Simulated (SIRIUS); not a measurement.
# ZnSe (Stilleite) (F-43m) in SIRIUS: notebook, part 3 of 8

SIRIUS 7.12.0.

## 5. Equation of state, PBEsol, 22.30 Å³/atom (volume scaled by 0.98)

Input file sirius.json:

```json
{
  "control": {
    "processing_unit": "cpu",
    "std_evp_solver_name": "lapack",
    "gen_evp_solver_name": "lapack",
    "verbosity": 2,
    "print_forces": false,
    "ortho_rf": true,
    "use_second_variation": true,
    "rmt_max": 3.0,
    "num_bands_to_print": 24,
    "save_wf": true
  },
  "parameters": {
    "electronic_structure_method": "full_potential_lapwlo",
    "xc_functionals": ["XC_GGA_X_PBE_SOL", "XC_GGA_C_PBE_SOL"],
    "core_relativity": "dirac",
    "valence_relativity": "iora",
    "num_fv_states": 29,
    "smearing": "fermi_dirac",
    "smearing_width": 0.0018374661,
    "pw_cutoff": 20,
    "gk_cutoff": 3.77,
    "lmax_apw": 10,
    "lmax_rho": 8,
    "lmax_pot": 8,
    "num_mag_dims": 0,
    "auto_rmt": 0,
    "ngridk": [8, 8, 8],
    "shiftk": [0, 0, 0],
    "num_dft_iter": 80,
    "energy_tol": 1e-07,
    "density_tol": 1e-05,
    "use_symmetry": true
  },
  "settings": {"tol_ne": 1e-10},
  "iterative_solver": {"type": "exact"},
  "mixer": {"type": "anderson", "beta": 0.5, "max_history": 8},
  "unit_cell": {
    "lattice_vectors": [[0.0, 5.3191645011, 5.3191645011], [5.3191645011, 0.0, 5.3191645011], [5.3191645011, 5.3191645011, 0.0]],
    "atom_types": ["Se", "Zn"],
    "atom_files": {"Se": "Se.json", "Zn": "Zn.json"},
    "atoms": {"Se": [[0.75, 0.75, 0.75]], "Zn": [[0.0, 0.0, 0.0]]}
  }
}
```

Input file Se.json:

```json
{
  "name": "selenium",
  "symbol": "Se",
  "number": 34,
  "mass": 78.96,
  "rmin": 1e-06,
  "rmt": 2.23,
  "nrmt": 800,
  "rinf": 13.6,
  "core": "1s2s2p",
  "valence": [
    {"basis": [{"enu": -0.06, "dme": 0, "n": 0, "auto": 0}, {"enu": -0.06, "dme": 1, "n": 0, "auto": 0}]},
    {"l": 0, "n": 1, "basis": [{"enu": -0.1083, "dme": 0, "n": 0, "auto": 0}]},
    {"l": 1, "n": 2, "basis": [{"enu": 0.04, "dme": 0, "n": 0, "auto": 0}]},
    {"l": 2, "n": 3, "basis": [{"enu": 0.04, "dme": 0, "n": 0, "auto": 0}]},
    {"l": 3, "n": 4, "basis": [{"enu": 0.04, "dme": 0, "n": 0, "auto": 0}]}
  ],
  "lo": [
    {
      "l": 0,
      "basis": [{"enu": -0.1083, "dme": 0, "n": 0, "auto": 0}, {"enu": -0.1083, "dme": 1, "n": 0, "auto": 0}]
    },
    {
      "l": 0,
      "basis": [{"enu": -0.1083, "dme": 1, "n": 0, "auto": 0}, {"enu": -0.1083, "dme": 2, "n": 0, "auto": 0}]
    },
    {
      "l": 0,
      "basis": [{"enu": -7.5118, "dme": 0, "n": 3, "auto": 1}, {"enu": -7.5118, "dme": 1, "n": 3, "auto": 1}]
    },
    {
      "l": 0,
      "basis": [{"enu": -0.1083, "dme": 0, "n": 0, "auto": 0}, {"enu": 2.3047, "dme": 0, "n": 0, "auto": 0}]
    },
    {"l": 1, "basis": [{"enu": 0.04, "dme": 0, "n": 0, "auto": 0}, {"enu": 0.04, "dme": 1, "n": 0, "auto": 0}]},
    {
      "l": 1,
      "basis": [{"enu": -5.3206, "dme": 0, "n": 3, "auto": 1}, {"enu": -5.3206, "dme": 1, "n": 3, "auto": 1}]
    },
    {
      "l": 1,
      "basis": [{"enu": -5.3206, "dme": 1, "n": 3, "auto": 1}, {"enu": 0.04, "dme": 0, "n": 0, "auto": 0}]
    },
    {"l": 1, "basis": [{"enu": 0.04, "dme": 0, "n": 0, "auto": 0}, {"enu": 3.7401, "dme": 0, "n": 0, "auto": 0}]},
    {"l": 2, "basis": [{"enu": 0.04, "dme": 0, "n": 0, "auto": 0}, {"enu": 0.04, "dme": 1, "n": 0, "auto": 0}]},
    {
      "l": 2,
      "basis": [{"enu": -1.6795, "dme": 0, "n": 3, "auto": 1}, {"enu": -1.6795, "dme": 1, "n": 3, "auto": 1}]
    },
    {
      "l": 2,
      "basis": [{"enu": -1.6795, "dme": 1, "n": 3, "auto": 1}, {"enu": 0.04, "dme": 0, "n": 0, "auto": 0}]
    },
    {"l": 2, "basis": [{"enu": 0.04, "dme": 0, "n": 0, "auto": 0}, {"enu": 4.2227, "dme": 0, "n": 0, "auto": 0}]},
    {"l": 3, "basis": [{"enu": 0.04, "dme": 0, "n": 0, "auto": 0}, {"enu": 0.04, "dme": 1, "n": 0, "auto": 0}]},
    {"l": 3, "basis": [{"enu": 0.04, "dme": 0, "n": 0, "auto": 0}, {"enu": 3.539, "dme": 0, "n": 0, "auto": 0}]}
  ],
  "free_atom": [... radial grid and density of the free atom, the start of the SCF ...]
}
```

Input file Zn.json:

```json
{
  "name": "zinc",
  "symbol": "Zn",
  "number": 30,
  "mass": 65.38,
  "rmin": 1e-06,
  "rmt": 2.23,
  "nrmt": 800,
  "rinf": 14.28,
  "core": "1s2s2p",
  "valence": [
    {"basis": [{"enu": -0.06, "dme": 0, "n": 0, "auto": 0}, {"enu": -0.06, "dme": 1, "n": 0, "auto": 0}]},
    {"l": 0, "n": 1, "basis": [{"enu": 0.04, "dme": 0, "n": 0, "auto": 0}]},
    {"l": 1, "n": 2, "basis": [{"enu": 0.04, "dme": 0, "n": 0, "auto": 0}]},
    {"l": 2, "n": 3, "basis": [{"enu": 0.012, "dme": 0, "n": 0, "auto": 0}]},
    {"l": 3, "n": 4, "basis": [{"enu": 0.04, "dme": 0, "n": 0, "auto": 0}]}
  ],
  "lo": [
    {"l": 0, "basis": [{"enu": 0.04, "dme": 0, "n": 0, "auto": 0}, {"enu": 0.04, "dme": 1, "n": 0, "auto": 0}]},
    {
      "l": 0,
      "basis": [{"enu": -4.4469, "dme": 0, "n": 3, "auto": 1}, {"enu": -4.4469, "dme": 1, "n": 3, "auto": 1}]
    },
    {
      "l": 0,
      "basis": [{"enu": -4.4469, "dme": 1, "n": 3, "auto": 1}, {"enu": 0.04, "dme": 0, "n": 0, "auto": 0}]
    },
    {"l": 0, "basis": [{"enu": 0.04, "dme": 0, "n": 0, "auto": 0}, {"enu": 3.2574, "dme": 0, "n": 0, "auto": 0}]},
    {"l": 1, "basis": [{"enu": 0.04, "dme": 0, "n": 0, "auto": 0}, {"enu": 0.04, "dme": 1, "n": 0, "auto": 0}]},
    {
      "l": 1,
      "basis": [{"enu": -2.7879, "dme": 0, "n": 3, "auto": 1}, {"enu": -2.7879, "dme": 1, "n": 3, "auto": 1}]
    },
    {
      "l": 1,
      "basis": [{"enu": -2.7879, "dme": 1, "n": 3, "auto": 1}, {"enu": 0.04, "dme": 0, "n": 0, "auto": 0}]
    },
    {"l": 1, "basis": [{"enu": 0.04, "dme": 0, "n": 0, "auto": 0}, {"enu": 3.7401, "dme": 0, "n": 0, "auto": 0}]},
    {"l": 2, "basis": [{"enu": 0.012, "dme": 0, "n": 0, "auto": 0}, {"enu": 0.012, "dme": 1, "n": 0, "auto": 0}]},
    {"l": 2, "basis": [{"enu": 0.012, "dme": 1, "n": 0, "auto": 0}, {"enu": 0.012, "dme": 2, "n": 0, "auto": 0}]},
    {"l": 2, "basis": [{"enu": 0.012, "dme": 0, "n": 0, "auto": 0}, {"enu": 3.149, "dme": 0, "n": 0, "auto": 0}]},
    {"l": 3, "basis": [{"enu": 0.04, "dme": 0, "n": 0, "auto": 0}, {"enu": 0.04, "dme": 1, "n": 0, "auto": 0}]},
    {"l": 3, "basis": [{"enu": 0.04, "dme": 0, "n": 0, "auto": 0}, {"enu": 3.539, "dme": 0, "n": 0, "auto": 0}]}
  ],
  "free_atom": [... radial grid and density of the free atom, the start of the SCF ...]
}
```

Input file sirius_start.json:

```json
{
  "control": {
    "processing_unit": "cpu",
    "std_evp_solver_name": "lapack",
    "gen_evp_solver_name": "lapack",
    "verbosity": 1,
    "print_forces": false,
    "ortho_rf": true,
    "use_second_variation": true,
    "rmt_max": 3.0,
    "num_bands_to_print": 24,
    "save_wf": false
  },
  "parameters": {
    "electronic_structure_method": "full_potential_lapwlo",
    "xc_functionals": ["XC_LDA_X", "XC_LDA_C_PW"],
    "core_relativity": "dirac",
    "valence_relativity": "iora",
    "num_fv_states": 29,
    "smearing": "fermi_dirac",
    "smearing_width": 0.0055123983,
    "pw_cutoff": 20,
    "gk_cutoff": 3.01,
    "lmax_apw": 10,
    "lmax_rho": 8,
    "lmax_pot": 8,
    "num_mag_dims": 0,
    "auto_rmt": 0,
    "ngridk": [3, 3, 3],
    "shiftk": [0, 0, 0],
    "num_dft_iter": 30,
    "energy_tol": 0.01,
    "density_tol": 0.05,
    "use_symmetry": true
  },
  "settings": {"tol_ne": 1e-10},
  "iterative_solver": {"type": "exact"},
  "mixer": {"type": "anderson", "beta": 0.5, "max_history": 8},
  "unit_cell": {
    "lattice_vectors": [[0.0, 5.3191645011, 5.3191645011], [5.3191645011, 0.0, 5.3191645011], [5.3191645011, 5.3191645011, 0.0]],
    "atom_types": ["Se", "Zn"],
    "atom_files": {"Se": "Se.json", "Zn": "Zn.json"},
    "atoms": {"Se": [[0.75, 0.75, 0.75]], "Zn": [[0.0, 0.0, 0.0]]}
  }
}
```

Command:

```console
OMP_NUM_THREADS=1 sirius.scf --input=sirius_start.json --output=start.json
OMP_NUM_THREADS=1 sirius.scf --input=sirius.json --output=output.json --task=1
```

It took 58 s on 1 thread of Arm Neoverse V1, shared host; peak memory 0.46 GiB.

It converged, with:

- Free energy: -114922.7449 eV
- Band gap on the k mesh: 1.25 eV, direct
- All electrons inside the program's atomic spheres: Se 32.06; Zn 28.61 (radii Se 2.23, Zn 2.23 bohr)

## 6. Equation of state, PBEsol, 23.21 Å³/atom (volume scaled by 1.02)

sirius.json, as its differences from that of step 5:

```diff
@@ -39,3 +39,3 @@
   "unit_cell": {
-    "lattice_vectors": [[0.0, 5.3191645011, 5.3191645011], [5.3191645011, 0.0, 5.3191645011], [5.3191645011, 5.3191645011, 0.0]],
+    "lattice_vectors": [[0.0, 5.390571203, 5.390571203], [5.390571203, 0.0, 5.390571203], [5.390571203, 5.390571203, 0.0]],
     "atom_types": ["Se", "Zn"],
```

Input file Se.json:

```json
{
  "name": "selenium",
  "symbol": "Se",
  "number": 34,
  "mass": 78.96,
  "rmin": 1e-06,
  "rmt": 2.23,
  "nrmt": 800,
  "rinf": 13.6,
  "core": "1s2s2p",
  "valence": [
    {"basis": [{"enu": -0.07, "dme": 0, "n": 0, "auto": 0}, {"enu": -0.07, "dme": 1, "n": 0, "auto": 0}]},
    {"l": 0, "n": 1, "basis": [{"enu": -0.1183, "dme": 0, "n": 0, "auto": 0}]},
    {"l": 1, "n": 2, "basis": [{"enu": 0.03, "dme": 0, "n": 0, "auto": 0}]},
    {"l": 2, "n": 3, "basis": [{"enu": 0.03, "dme": 0, "n": 0, "auto": 0}]},
    {"l": 3, "n": 4, "basis": [{"enu": 0.03, "dme": 0, "n": 0, "auto": 0}]}
  ],
  "lo": [
    {
      "l": 0,
      "basis": [{"enu": -0.1183, "dme": 0, "n": 0, "auto": 0}, {"enu": -0.1183, "dme": 1, "n": 0, "auto": 0}]
    },
    {
      "l": 0,
      "basis": [{"enu": -0.1183, "dme": 1, "n": 0, "auto": 0}, {"enu": -0.1183, "dme": 2, "n": 0, "auto": 0}]
    },
    {
      "l": 0,
      "basis": [{"enu": -7.5218, "dme": 0, "n": 3, "auto": 1}, {"enu": -7.5218, "dme": 1, "n": 3, "auto": 1}]
    },
    {
      "l": 0,
      "basis": [{"enu": -0.1183, "dme": 0, "n": 0, "auto": 0}, {"enu": 2.2947, "dme": 0, "n": 0, "auto": 0}]
    },
    {"l": 1, "basis": [{"enu": 0.03, "dme": 0, "n": 0, "auto": 0}, {"enu": 0.03, "dme": 1, "n": 0, "auto": 0}]},
    {
      "l": 1,
      "basis": [{"enu": -5.3306, "dme": 0, "n": 3, "auto": 1}, {"enu": -5.3306, "dme": 1, "n": 3, "auto": 1}]
    },
    {
      "l": 1,
      "basis": [{"enu": -5.3306, "dme": 1, "n": 3, "auto": 1}, {"enu": 0.03, "dme": 0, "n": 0, "auto": 0}]
    },
    {"l": 1, "basis": [{"enu": 0.03, "dme": 0, "n": 0, "auto": 0}, {"enu": 3.7301, "dme": 0, "n": 0, "auto": 0}]},
    {"l": 2, "basis": [{"enu": 0.03, "dme": 0, "n": 0, "auto": 0}, {"enu": 0.03, "dme": 1, "n": 0, "auto": 0}]},
    {
      "l": 2,
      "basis": [{"enu": -1.6895, "dme": 0, "n": 3, "auto": 1}, {"enu": -1.6895, "dme": 1, "n": 3, "auto": 1}]
    },
    {
      "l": 2,
      "basis": [{"enu": -1.6895, "dme": 1, "n": 3, "auto": 1}, {"enu": 0.03, "dme": 0, "n": 0, "auto": 0}]
    },
    {"l": 2, "basis": [{"enu": 0.03, "dme": 0, "n": 0, "auto": 0}, {"enu": 4.2127, "dme": 0, "n": 0, "auto": 0}]},
    {"l": 3, "basis": [{"enu": 0.03, "dme": 0, "n": 0, "auto": 0}, {"enu": 0.03, "dme": 1, "n": 0, "auto": 0}]},
    {"l": 3, "basis": [{"enu": 0.03, "dme": 0, "n": 0, "auto": 0}, {"enu": 3.529, "dme": 0, "n": 0, "auto": 0}]}
  ],
  "free_atom": [... radial grid and density of the free atom, the start of the SCF ...]
}
```

Input file Zn.json:

```json
{
  "name": "zinc",
  "symbol": "Zn",
  "number": 30,
  "mass": 65.38,
  "rmin": 1e-06,
  "rmt": 2.23,
  "nrmt": 800,
  "rinf": 14.28,
  "core": "1s2s2p",
  "valence": [
    {"basis": [{"enu": -0.07, "dme": 0, "n": 0, "auto": 0}, {"enu": -0.07, "dme": 1, "n": 0, "auto": 0}]},
    {"l": 0, "n": 1, "basis": [{"enu": 0.03, "dme": 0, "n": 0, "auto": 0}]},
    {"l": 1, "n": 2, "basis": [{"enu": 0.03, "dme": 0, "n": 0, "auto": 0}]},
    {"l": 2, "n": 3, "basis": [{"enu": 0.002, "dme": 0, "n": 0, "auto": 0}]},
    {"l": 3, "n": 4, "basis": [{"enu": 0.03, "dme": 0, "n": 0, "auto": 0}]}
  ],
  "lo": [
    {"l": 0, "basis": [{"enu": 0.03, "dme": 0, "n": 0, "auto": 0}, {"enu": 0.03, "dme": 1, "n": 0, "auto": 0}]},
    {
      "l": 0,
      "basis": [{"enu": -4.4569, "dme": 0, "n": 3, "auto": 1}, {"enu": -4.4569, "dme": 1, "n": 3, "auto": 1}]
    },
    {
      "l": 0,
      "basis": [{"enu": -4.4569, "dme": 1, "n": 3, "auto": 1}, {"enu": 0.03, "dme": 0, "n": 0, "auto": 0}]
    },
    {"l": 0, "basis": [{"enu": 0.03, "dme": 0, "n": 0, "auto": 0}, {"enu": 3.2474, "dme": 0, "n": 0, "auto": 0}]},
    {"l": 1, "basis": [{"enu": 0.03, "dme": 0, "n": 0, "auto": 0}, {"enu": 0.03, "dme": 1, "n": 0, "auto": 0}]},
    {
      "l": 1,
      "basis": [{"enu": -2.7979, "dme": 0, "n": 3, "auto": 1}, {"enu": -2.7979, "dme": 1, "n": 3, "auto": 1}]
    },
    {
      "l": 1,
      "basis": [{"enu": -2.7979, "dme": 1, "n": 3, "auto": 1}, {"enu": 0.03, "dme": 0, "n": 0, "auto": 0}]
    },
    {"l": 1, "basis": [{"enu": 0.03, "dme": 0, "n": 0, "auto": 0}, {"enu": 3.7301, "dme": 0, "n": 0, "auto": 0}]},
    {"l": 2, "basis": [{"enu": 0.002, "dme": 0, "n": 0, "auto": 0}, {"enu": 0.002, "dme": 1, "n": 0, "auto": 0}]},
    {"l": 2, "basis": [{"enu": 0.002, "dme": 1, "n": 0, "auto": 0}, {"enu": 0.002, "dme": 2, "n": 0, "auto": 0}]},
    {"l": 2, "basis": [{"enu": 0.002, "dme": 0, "n": 0, "auto": 0}, {"enu": 3.139, "dme": 0, "n": 0, "auto": 0}]},
    {"l": 3, "basis": [{"enu": 0.03, "dme": 0, "n": 0, "auto": 0}, {"enu": 0.03, "dme": 1, "n": 0, "auto": 0}]},
    {"l": 3, "basis": [{"enu": 0.03, "dme": 0, "n": 0, "auto": 0}, {"enu": 3.529, "dme": 0, "n": 0, "auto": 0}]}
  ],
  "free_atom": [... radial grid and density of the free atom, the start of the SCF ...]
}
```

sirius_start.json, as its differences from that of step 5:

```diff
@@ -39,3 +39,3 @@
   "unit_cell": {
-    "lattice_vectors": [[0.0, 5.3191645011, 5.3191645011], [5.3191645011, 0.0, 5.3191645011], [5.3191645011, 5.3191645011, 0.0]],
+    "lattice_vectors": [[0.0, 5.390571203, 5.390571203], [5.390571203, 0.0, 5.390571203], [5.390571203, 5.390571203, 0.0]],
     "atom_types": ["Se", "Zn"],
```

Potentials or basis: all-electron FP-LAPW, apw+lo standard.

Command:

```console
OMP_NUM_THREADS=1 sirius.scf --input=sirius_start.json --output=start.json
OMP_NUM_THREADS=1 sirius.scf --input=sirius.json --output=output.json --task=1
```

It took 60 s on 1 thread of Arm Neoverse V1, shared host; peak memory 0.47 GiB.

Results (log left out):

| Property | Result |
| --- | --- |
| Free energy | -114922.7320 eV |
| Band gap on the k mesh | 1.09 eV, direct |
| All electrons inside the program's atomic spheres | Se 32.03; Zn 28.58 (radii Se 2.23, Zn 2.23 bohr) |

(Part 3 of 8 ends here.)
